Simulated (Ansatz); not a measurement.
ZnS (P4_2/mnm) at 2 levels of theory

One geometry, relaxed with PBE; plane waves with PAW potentials in Ansatz, scalar-relativistic. No spin polarisation. Gaps are the least over mesh and band path; pressure is positive in compression.

```cif
data_structure
_symmetry_space_group_name_H-M 'P4_2/mnm'
_symmetry_Int_Tables_number 136
_cell_length_a 6.6302
_cell_length_b 6.6302
_cell_length_c 3.8621
_cell_angle_alpha 90.000
_cell_angle_beta 90.000
_cell_angle_gamma 90.000
_cell_volume 169.78
loop_
_atom_site_label
_atom_site_type_symbol
_atom_site_symmetry_multiplicity
_atom_site_Wyckoff_symbol
_atom_site_fract_x
_atom_site_fract_y
_atom_site_fract_z
_atom_site_occupancy
Zn1 Zn 4 f 0.67519 0.67519 0.00000 1
S1 S 4 g 0.81429 0.81429 0.50000 1
```

```json
{"level": "PBE", "cutoff (eV)": "420", "k mesh": "4×4×8", "gap (eV)": "2.17", "pressure (GPa)": "0.0"}
```

**Question.** What comes out on the same cell with r2SCAN?

**Answer.**
```tsv
level	cutoff (eV)	k mesh	gap (eV)	pressure (GPa)
r2SCAN	500	4×4×8	2.72	-2.1
```

The structure comes from a generated guess; another structure or a mixture of phases may lie lower.
